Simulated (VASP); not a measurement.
# Br (Pm-3m) in VASP: notebook

One crystal, Br, is run at these levels: r2SCAN+D4; tasks: single point.

All numbers are computed with VASP 6.6.1; they aren't measurements. Logs are shortened: lines on timing, memory, paths and dates and some standing lists are left out, and cuts for length are marked.

## 1. The crystal as given

The structure is cubic, space group Pm-3m (No. 221). The conventional cell has a = 4.598 Å, b = 4.598 Å, c = 4.598 Å, α = 90.00°, β = 90.00°, γ = 90.00°. Br (site symmetry 4/mmm) has 8 Br at 3.25 Å as nearest neighbours.

## 2. Single point, r2SCAN+D4

File POSCAR:

```
Br
1.0
    4.5976403800      0.0000000000      0.0000000000
    0.0000000000      4.5976403800      0.0000000000
    0.0000000000      0.0000000000      4.5976403800
Br
3
Direct
    0.5000000000      0.0000000000      0.0000000000
    0.0000000000      0.5000000000      0.0000000000
    0.0000000000      0.0000000000      0.5000000000
```

File INCAR.step1:

```
PREC = Accurate
ENCUT = 520
ISMEAR = -1
SIGMA = 0.1
LREAL = False
LASPH = True
NELM = 100
NBANDS = 18
GGA = PE
ALGO = Normal
EDIFF = 1E-4
LWAVE = True
LCHARG = False
```

File INCAR.step2:

```
PREC = Accurate
ENCUT = 520
EDIFF = 1E-7
ISMEAR = -1
SIGMA = 0.1
LREAL = False
LASPH = True
NELM = 100
ALGO = Normal
ISIF = 2
LWAVE = False
LCHARG = False
METAGGA = R2SCAN
LMIXTAU = True
IVDW = 13
VDW_S6 = 1.0
VDW_S8 = 0.6018749
VDW_A1 = 0.51559235
VDW_A2 = 5.77342911
NBANDS = 18
ISTART = 1
```

File KPOINTS:

```
regular mesh
0
Gamma
  5 5 5
```

Potentials or basis: VASP PAW PBE potentials, release 64 (Br).

Command:

```
cat potpaw_PBE.64/Br/POTCAR > POTCAR
cp INCAR.step1 INCAR
mpirun -np 1 vasp_std > vasp.out
cp INCAR.step2 INCAR
mpirun -np 1 vasp_std > vasp.out
```

OUTCAR:

```text
PREC = Accurate
   ENCUT = 520
   EDIFF = 1E-7
   ISMEAR = -1
   LREAL = False
   LASPH = True
   NELM = 100
   ISIF = 2
   METAGGA = R2SCAN
   IVDW = 13
   ISTART = 1

 ion  position               nearest neighbor table
   1  0.500  0.000  0.000-
   2  0.000  0.500  0.000-
   3  0.000  0.000  0.500-

  LATTYP: Found a simple cubic cell.
 ALAT       =     4.5976403800

  Lattice vectors:

 A1 = (   4.5976403800,   0.0000000000,   0.0000000000)
 A2 = (   0.0000000000,   4.5976403800,   0.0000000000)
 A3 = (   0.0000000000,   0.0000000000,   4.5976403800)

Analysis of symmetry for initial positions (statically):
=====================================================================
 Subroutine PRICEL returns:
 Original cell was already a primitive cell.

 Routine SETGRP: Setting up the symmetry group for a
 simple cubic supercell.

 Subroutine GETGRP returns: Found 48 space group operations
 (whereof 48 operations were pure point group operations)
 out of a pool of 48 trial point group operations.

The static configuration has the point symmetry O_h .

Analysis of symmetry for dynamics (positions and initial velocities):
=====================================================================
 Subroutine PRICEL returns:
 Original cell was already a primitive cell.

 Routine SETGRP: Setting up the symmetry group for a
 simple cubic supercell.

 Subroutine GETGRP returns: Found 48 space group operations
 (whereof 48 operations were pure point group operations)
 out of a pool of 48 trial point group operations.

The dynamic configuration has the point symmetry O_h .

 Subroutine INISYM returns: Found 48 space group operations
 (whereof 48 operations are pure point group operations),
 and found     1 'primitive' translations

----------------------------------------------------------------------------------------

                                     Primitive cell

  volume of cell :      97.1863

  direct lattice vectors                    reciprocal lattice vectors
     4.597640380  0.000000000  0.000000000     0.217502875  0.000000000  0.000000000
     0.000000000  4.597640380  0.000000000     0.000000000  0.217502875  0.000000000
     0.000000000  0.000000000  4.597640380     0.000000000  0.000000000  0.217502875

  length of vectors
     4.597640380  4.597640380  4.597640380     0.217502875  0.217502875  0.217502875
[... 66 lines left out ...]
   ENCUT  =  520.0 eV  38.22 Ry    6.18 a.u.   8.55  8.55  8.55*2*pi/ulx,y,z
   NELM   =    100;   NELMIN=  2; NELMDL=  0     # of ELM steps
   EDIFF  = 0.1E-06   stopping-criterion for ELM
   LREAL  =      F    real-space projection
   EDIFFG = 0.1E-05   stopping-criterion for IOM
   NSW    =      0    number of steps for IOM
   IBRION =     -1    ionic relax: 0-MD 1-quasi-New 2-CG
   NFREE  =      0    steps in history (QN), initial steepest desc. (CG)
   ISIF   =      2    stress and relaxation
   ISYM   =      2    0-nonsym 1-usesym 2-fastsym
   POTIM  = 0.5000    time-step for ionic-motion
   TEBEG  =    0.0;   TEEND  =   0.0 temperature during run
   PSTRESS=    0.0 pullay stress
   NELECT =      21.0000    total number of electrons
   NUPDOWN=      -1.0000    fix difference up-down
   EMIN   =  10.00;   EMAX   =-10.00  energy-range for DOS
   EFERMI =   0.00;   METHOD = LEGACY
   ISMEAR =    -1;   SIGMA  =   0.10  broadening in eV -4-tet -1-fermi 0-gaus
   EFERMI_NEDOS =   21; number of points for ismear=-14 and -15
   IALGO  =     38    algorithm
   IMIX   =      4    mixing-type and parameters
     AMIX     =   0.40;   BMIX     =  1.00
     AMIX_MAG =   1.60;   BMIX_MAG =  1.00
  volume/ion in A,a.u.               =      32.40       218.62
  Fermi-wavevector in a.u.,A,eV,Ry     =   0.982380  1.856429 13.130586  0.965071
  Thomas-Fermi vector in A             =   2.113458
   LORBIT       =      0    0 simple, 1 ext, 2 COOP (PROOUT), +10 PAW based schemes
   METAGGA = R2SCAN    functional components
   LHFCALC =     F    Hartree Fock is set to
   AEXX    =    0.0000 exact exchange contribution
   IVDW    =    13    specifies the selected vdW correction
   LEPSILON=     F    determine dielectric tensor
   LRPA    =     F    only Hartree local field effects (RPA)
 non-spin polarized calculation
  energy-cutoff  :      520.00
  volume of cell :       97.19
 maximum number of plane-waves:      2641
 NGX is ok and might be reduce to    36
   NGX = 17   NGY = 17   NGZ = 17

 number of electron      21.0000006 magnetization

 Free energy of the ion-electron system (eV)
  ---------------------------------------------------
  ext. energy  EPLUGINS =         0.00000000
  ---------------------------------------------------
  free energy    TOTEN  =       -37.82033679 eV

  energy without entropy =      -37.62472571  energy(sigma->0) =      -37.72253125

 E-fermi :  -0.2098     XC(G=0):  -8.5610

 val. band max:       -0.2480859144   @ k =   0.4000   0.0000   0.0000
 cond. band min:      -0.1446666548   @ k =   0.4000   0.2000   0.0000
 fundamental gap:      0.1034192596
 Fermi energy:        -0.2098062580

 k-point     1 :       0.0000    0.0000    0.0000
  band No.  band energies     occupation
      1     -15.9159      2.00000
      2     -14.0956      2.00000
      3     -14.0956      2.00000
      4      -3.9199      2.00000
      5      -3.9199      2.00000
      6      -3.9199      2.00000
[... 187 lines left out ...]
      5      -3.6942      2.00000
      6      -3.6590      2.00000
[... 10 lines left out ...]
     17      11.5828      0.00000
     18      12.2312      0.00000

------------------------ aborting loop because EDIFF is reached ----------------------------------------

  DFT-D4 for vdW energy calculation

  Edisp (eV):   -0.27313

  FORCE on cell =-STRESS in cart. coord.  units (eV):
  Direction    XX          YY          ZZ          XY          YZ          ZX
  --------------------------------------------------------------------------------------
  -------------------------------------------------------------------------------------
  Total      -0.78419    -0.78419    -0.78419     0.00000    -0.00000     0.00000
  in kB     -12.92789   -12.92789   -12.92789     0.00000    -0.00000     0.00000
  external pressure =      -12.93 kB  Pullay stress =        0.00 kB

 VOLUME and BASIS-vectors are now :
 -----------------------------------------------------------------------------
  energy-cutoff  :      520.00
  volume of cell :       97.19
      direct lattice vectors                 reciprocal lattice vectors
     4.597640380  0.000000000  0.000000000     0.217502875  0.000000000  0.000000000
     0.000000000  4.597640380  0.000000000     0.000000000  0.217502875  0.000000000
     0.000000000  0.000000000  4.597640380     0.000000000  0.000000000  0.217502875

 POSITION                                       TOTAL-FORCE (eV/Angst)
 -----------------------------------------------------------------------------------
      2.29882      0.00000      0.00000         0.000000      0.000000      0.000000
      0.00000      2.29882      0.00000         0.000000      0.000000      0.000000
      0.00000      0.00000      2.29882         0.000000      0.000000      0.000000
 -----------------------------------------------------------------------------------
    total drift:                                0.000000      0.000000     -0.000000

  FREE ENERGIE OF THE ION-ELECTRON SYSTEM (eV)
  ---------------------------------------------------
  free  energy   TOTEN  =       -38.0934654602 eV

  energy  without entropy=      -37.8978543783  energy(sigma->0) =      -37.99565992
```

OUTCAR.step1:

```text
PREC = Accurate
   ENCUT = 520
   ISMEAR = -1
   LREAL = False
   LASPH = True
   NELM = 100
[... 417 lines left out ...]
      2.29882      0.00000      0.00000         0.000000      0.000000      0.000000
      0.00000      2.29882      0.00000         0.000000      0.000000      0.000000
      0.00000      0.00000      2.29882         0.000000      0.000000      0.000000
 -----------------------------------------------------------------------------------
    total drift:                                0.000000      0.000000     -0.000000

  FREE ENERGIE OF THE ION-ELECTRON SYSTEM (eV)
  ---------------------------------------------------
  free  energy   TOTEN  =        -3.2224424902 eV

  energy  without entropy=       -3.0251877227  energy(sigma->0) =       -3.12381511
```

Run time: 32 s. Hardware: 1 thread of Intel Xeon 6975P-C (Granite Rapids), shared host; peak memory 0.21 GiB.

Results:

| Item | Value |
| --- | --- |
| Free energy | -38.0935 eV |
| Pressure | -1.3 GPa |
| Band gap on the k mesh | none (metal or under the smearing width) |
| Dispersion energy per atom | -0.091 eV |

Levels at points of the mesh, in eV from the Fermi level:
```tsv
k point	band 6	band 7	band 8	band 9	band 10	band 11	band 12	band 13	band 14	band 15
(0.00, 0.00, 0.00)	-3.71	-0.96	-0.96	-0.96	0.35	0.35	0.35	5.54	8.05	8.97
```

Caveat: the PAW data sets were made with another functional, which shifts forces and pressure a little; an odd number of electrons without spin polarisation forces a metal; a magnetic or distorted state may lie lower; pairwise dispersion overbinds metals, which lowers pressure and volume.

## 3. Single point, r2SCAN+D4

POSCAR is that of step 2.

File INCAR.step1:

```
PREC = Accurate
ENCUT = 520
ISMEAR = -1
SIGMA = 0.15
LREAL = F
LASPH = T
NELM = 100
NBANDS = 18
GGA = PE
ALGO = Normal
EDIFF = 1E-4
LWAVE = T
LCHARG = F
```

File INCAR.step2:

```
PREC = Accurate
ENCUT = 520
EDIFF = 1E-6
ISMEAR = -1
SIGMA = 0.15
LREAL = F
LASPH = T
NELM = 100
ALGO = Normal
ISIF = 2
LWAVE = F
LCHARG = F
METAGGA = R2SCAN
LMIXTAU = T
IVDW = 13
VDW_S6 = 1.0
VDW_S8 = 0.6018749
VDW_A1 = 0.51559235
VDW_A2 = 5.77342911
NBANDS = 18
ISTART = 1
```

File KPOINTS:

```
Automatic mesh
0
Gamma
  5 5 5
```

Potentials or basis: VASP PAW PBE potentials, release 64 (Br).

Command:

```
cat potpaw_PBE.64/Br/POTCAR > POTCAR
cp INCAR.step1 INCAR
mpirun -np 1 vasp_std > vasp.out
cp INCAR.step2 INCAR
mpirun -np 1 vasp_std > vasp.out
```

Run time: 30 s. Hardware: 1 thread of Intel Xeon 6975P-C (Granite Rapids), shared host; peak memory 0.21 GiB.

Results (log left out):

```yaml
Free_energy: -38.2084 eV
Pressure: -1.0 GPa
Band_gap_on_the_k_mesh: none (metal or under the smearing width)
Dispersion_energy_per_atom: -0.091 eV
```

Levels at points of the mesh, in eV from the Fermi level:
| k point | band 8 | band 9 | band 10 | band 11 | band 12 | band 13 |
| --- | --- | --- | --- | --- | --- | --- |
| (0.00, 0.00, 0.00) | -0.96 | -0.96 | 0.36 | 0.36 | 0.36 | 5.54 |

Caveat: the PAW data sets were made with another functional, which shifts forces and pressure a little; an odd number of electrons without spin polarisation forces a metal; a magnetic or distorted state may lie lower; pairwise dispersion overbinds metals, which lowers pressure and volume.
